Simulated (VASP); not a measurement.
# Hg (I4/mmm) in VASP: further runs, part 2 of 2

VASP 6.6.1. Earlier steps stand in the parts before.

## (3) Single point, r2SCAN

This run uses another cell than the first one, of 26.66 Å³/atom, 0.987 times its volume.

File POSCAR:

```
Hg
1.0
   -1.8405440029      1.8405440029      1.9677598451
    1.8405440029     -1.8405440029      1.9677598451
    1.8405440029      1.8405440029     -1.9677598451
Hg
1
Direct
    0.5000000000      0.5000000000      0.0000000000
```

File INCAR.step1:

```
PREC     = Accurate       # precision mode
ENCUT    = 520            # plane-wave cutoff, eV
ISMEAR   = 0              # smearing method
SIGMA    = 0.1            # smearing width, eV
LREAL    = F              # projectors in reciprocal space
LASPH    = T              # aspherical terms in the spheres
NELM     = 100            # most SCF steps
NBANDS   = 12             # bands
GGA      = PE             # functional
ALGO     = Normal         # electronic algorithm
EDIFF    = 1E-4           # SCF threshold, eV
LWAVE    = T              # write WAVECAR
LCHARG   = F              # write CHGCAR
```

File INCAR.step2:

```
PREC     = Accurate       # precision mode
ENCUT    = 520            # plane-wave cutoff, eV
EDIFF    = 1E-6           # SCF threshold, eV
ISMEAR   = 0              # smearing method
SIGMA    = 0.1            # smearing width, eV
LREAL    = F              # projectors in reciprocal space
LASPH    = T              # aspherical terms in the spheres
NELM     = 100            # most SCF steps
ALGO     = Normal         # electronic algorithm
ISIF     = 2              # what is computed and relaxed
LWAVE    = F              # write WAVECAR
LCHARG   = F              # write CHGCAR
METAGGA  = R2SCAN         # meta-GGA
LMIXTAU  = T            
NBANDS   = 12             # bands
ISTART   = 1
```

File KPOINTS:

```
Automatic mesh
0
Gamma
  16 16 16
```

Potentials or basis: VASP PAW PBE potentials, release 64 (Hg).

Run with:

```bash
cat potpaw_PBE.64/Hg/POTCAR > POTCAR
cp INCAR.step1 INCAR
mpirun -np 1 vasp_std > vasp.out
cp INCAR.step2 INCAR
mpirun -np 1 vasp_std > vasp.out
```

OUTCAR:

```text
PREC = Accurate
   ENCUT = 520
   EDIFF = 1E-6
   ISMEAR = 0
   LREAL = F
   LASPH = T
   NELM = 100
   ISIF = 2
   METAGGA = R2SCAN
   ISTART = 1

 ion  position               nearest neighbor table
   1  0.500  0.500  0.000-

  LATTYP: Found a body centered tetragonal cell.
 ALAT       =     3.6810880058
 C/A-ratio  =     1.0691186095

  Lattice vectors:

 A1 = (  -1.8405440029,   1.8405440029,   1.9677598451)
 A2 = (   1.8405440029,  -1.8405440029,   1.9677598451)
 A3 = (   1.8405440029,   1.8405440029,  -1.9677598451)

Analysis of symmetry for initial positions (statically):
=====================================================================
 Subroutine PRICEL returns:
 Original cell was already a primitive cell.

 Routine SETGRP: Setting up the symmetry group for a
 body centered tetragonal supercell.

 Subroutine GETGRP returns: Found 16 space group operations
 (whereof 16 operations were pure point group operations)
 out of a pool of 16 trial point group operations.

The static configuration has the point symmetry D_4h.

Analysis of symmetry for dynamics (positions and initial velocities):
[... 159 lines left out ...]

 val. band max:        1.7175413744   @ k =  -0.4375  -0.4375   0.2500
 cond. band min:       1.7957022209   @ k =   0.5000   0.5000   0.1250
 fundamental gap:      0.0781608464
 Fermi energy:         1.7620945413

 k-point     1 :       0.0000    0.0000    0.0000
  band No.  band energies     occupation
      1      -6.5574      2.00000
      2      -5.4234      2.00000
      3      -5.4234      2.00000
      4      -5.2806      2.00000
      5      -4.7564      2.00000
      6      -4.6070      2.00000
      7      16.3977      0.00000
      8      16.6439      0.00000
      9      16.6439      0.00000
     10      16.7382      0.00000
     11      18.0974      0.00000
     12      18.0974      0.00000
[... 331 lines left out ...]
 k-point    24 :      -0.0625    0.0625    0.0000
  band No.  band energies     occupation
      1      -6.4546      2.00000
      2      -5.4399      2.00000
      3      -5.3806      2.00000
      4      -5.2769      2.00000
      5      -4.7507      2.00000
      6      -4.6209      2.00000
      7      15.9797      0.00000
      8      16.0966      0.00000
      9      16.1448      0.00000
     10      16.7085      0.00000
     11      17.1132      0.00000
     12      18.2179      0.00000

 [... further k-points ...]
[... 5 lines left out ...]
  --------------------------------------------------------------------------------------
  -------------------------------------------------------------------------------------
  Total        0.0345267      0.0345267      0.0414906      0.0000000      0.0000000      0.0000000
  in kB        2.0746343      2.0746343      2.4930791      0.0000000      0.0000000      0.0000000
  external PRESSURE =       2.2141159 kB  Pullay stress =       0.0000000 kB

 VOLUME and BASIS-vectors are now :
 -----------------------------------------------------------------------------
  energy-cutoff  :      520.00
  volume of cell :       26.66
      direct lattice vectors                 reciprocal lattice vectors
    -1.840544003  1.840544003  1.967759845     0.000000000  0.271658813  0.254096048
     1.840544003 -1.840544003  1.967759845     0.271658813  0.000000000  0.254096048
     1.840544003  1.840544003 -1.967759845     0.271658813  0.271658813  0.000000000

 POSITION                                       TOTAL-FORCE (eV/Angst)
 -----------------------------------------------------------------------------------
      0.00000      0.00000      1.96776         0.000000      0.000000      0.000000
 -----------------------------------------------------------------------------------
    total drift:                               -0.000000      0.000000      0.000000

  FREE ENERGIE OF THE ION-ELECTRON SYSTEM (eV)
  ---------------------------------------------------
  free  energy   TOTEN  =       -49.3638606376 eV

  energy  without entropy=      -49.3632492267  energy(sigma->0) =      -49.36355493
```

OUTCAR.step1:

```text
PREC = Accurate
   ENCUT = 520
   ISMEAR = 0
   LREAL = F
   LASPH = T
[... 577 lines left out ...]

 POSITION                                       TOTAL-FORCE (eV/Angst)
 -----------------------------------------------------------------------------------
      0.00000      0.00000      1.96776         0.000000      0.000000      0.000000
 -----------------------------------------------------------------------------------
    total drift:                               -0.000000      0.000000      0.000000

  FREE ENERGIE OF THE ION-ELECTRON SYSTEM (eV)
  ---------------------------------------------------
  free  energy   TOTEN  =        -0.1698533573 eV

  energy  without entropy=       -0.1692919704  energy(sigma->0) =       -0.16957266
```

OSZICAR.step1:

```text
N       E                     dE             d eps       ncg     rms          rms(c)
DAV:   1     0.731785226278E+02    0.73179E+02   -0.63588E+03  8504   0.945E+02
DAV:   2     0.116174349399E+01   -0.72017E+02   -0.68128E+02  9388   0.227E+02
DAV:   3    -0.188096930919E+00   -0.13498E+01   -0.13452E+01  9704   0.340E+01
DAV:   4    -0.189459320519E+00   -0.13624E-02   -0.13624E-02  9308   0.114E+00
DAV:   5    -0.189461226039E+00   -0.19055E-05   -0.19054E-05  7132   0.421E-02    0.245E+00
DAV:   6    -0.170672325955E+00    0.18789E-01   -0.48477E-02  9840   0.246E+00    0.190E+00
DAV:   7    -0.169675250470E+00    0.99708E-03   -0.68324E-03  9576   0.799E-01    0.875E-01
DAV:   8    -0.169829847718E+00   -0.15460E-03   -0.77303E-04  8816   0.338E-01    0.328E-02
DAV:   9    -0.169853357311E+00   -0.23510E-04   -0.13244E-05  4412   0.333E-02
   1 F= -.16985336E+00 E0= -.16957266E+00  d E =-.561387E-03
```

Wall time 2.4 min (1 thread of Intel Xeon Platinum 8488C (Sapphire Rapids), shared host); peak memory 0.23 GiB.

Results:

```
Free energy            : -49.3639 eV
Pressure               : 0.2 GPa
Band gap on the k mesh : none (metal or under the smearing width)
```

Levels at points of the mesh, in eV from the Fermi level:
```tsv
k point	band 3	band 4	band 5	band 6	band 7	band 8	band 9	band 10
(0.00, 0.00, 0.00)	-7.19	-7.04	-6.52	-6.37	14.64	14.88	14.88	14.98
(0.50, 0.00, 0.00)	-6.59	-6.38	-5.92	-1.76	-0.85	9.51	10.60	14.63
(0.50, 0.50, 0.00)	-6.37	-6.35	-5.88	-1.37	-0.60	8.46	9.42	13.29
(0.50, 0.50, 0.50)	-6.07	-6.01	-6.01	2.22	3.08	4.49	4.49	9.69
```

Caveat: the PAW data sets were made with another functional, which shifts forces and pressure a little. The run has no spin-orbit coupling, so splittings on Hg are missing.
